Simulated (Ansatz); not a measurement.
Two G0W0 runs on MgI2 (1T monolayer).

The cell holds 3 atoms: 1 Mg and 2 I. Cell: a = 4.072 Å, b = 4.072 Å, c = 29.900 Å, α = 90.0°, β = 90.0°, γ = 120.0°. It derives from I2Mg1. Vacuum lies along c.

```xyz
3
Lattice="4.0722 0.0000 0.0000 -2.0361 3.5267 0.0000 0.0000 0.0000 29.9000" Properties=species:S:1:pos:R:3
Mg    0.0000    0.0000   14.9500
I     0.0000    2.3511   16.6293
I     2.0361    1.1756   13.2707
```

The structure was relaxed with PBEsol-D3(BJ). The runs that relaxed it are not among those shown. Spin-orbit coupling is left out unless a run names it. PAW set soft_2, made with PBE.

The first (Ansatz 0.2.0; start PBEsol, 3×3×1 mesh, 510 empty bands, screening to 65 eV; 8 threads of Arm Neoverse V1, shared host) gave, on its mesh: starting gap 4.04 eV, G0W0 gap 6.03 eV, mean of 1 + 4πα/V (set by the cell height) 1.75, 31 s.

Question: The second changes empty bands from 510 to 210 and screening cutoff (eV) from 65.0 to 36. What does it give?

It gave: starting gap 4.04 eV, G0W0 gap 5.89 eV, mean of 1 + 4πα/V (set by the cell height) 1.76, 7.6 s. The G0W0 gap moves by −0.15 eV, −0.0001 eV from the start and −0.15 eV from the correction.

Limits: not at the basis limit; coarse mesh for a sheet; no spin-orbit coupling.

[Paths, hosts, dates, memory and timing lines, banners, echoed tables and standing remarks are left out of the program output.]

[Logs are printed without paths, hosts, clocks, repeated set-up lines and the standing remarks that a program may print on its own settings, such as how far it seeks lower states.]

[Runs of the session that timed out or met a known fault of the program may be left out.]

[Cells called generated may have been cut or substituted from an entry of the Crystallography Open Database or the Materials Project.]

[Hosts, paths, dates, database ids (printed as entryN), source tags and the programs' standing remarks are cut or masked in the printed files.]
